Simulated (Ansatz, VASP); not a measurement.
## Two plane-wave programs on Bi

```xyz
1
Lattice="-1.9397 1.9397 1.9397 1.9397 -1.9397 1.9397 1.9397 1.9397 -1.9397" Properties=species:S:1:pos:R:3 pbc="T T T"
Bi    0.0000    0.0000    0.0000
```

Alike in both runs: task single point; functional PBE; dispersion D3(BJ); k mesh 16 × 16 × 16; occupations gaussian, width 0.1 eV; no spin polarisation.

|  | VASP | Ansatz |
| --- | --- | --- |
| version | VASP 6.6.1 | Ansatz 0.2.0 |
| potentials or method | VASP PAW PBE potentials, release 64 (Bi_d) | scalar-relativistic, plane waves, PAW |
| plane-wave cutoff (eV) | 520 | 420 |
| valence electrons in the cell | 15 | 15 |

|  | VASP | Ansatz | Ansatz less VASP |
| --- | --- | --- | --- |
| gap on the k mesh at the Fermi level (eV) | none | none | - |
| pressure (GPa) | 1.8 | 1.9 | +0.07 |

A gap of «none» marks a metal or a gap that the smearing closes.

Caveats: spin-orbit coupling is left out, which moves the levels of the heavy elements; pairwise dispersion overbinds metals, which lowers pressure and volume.
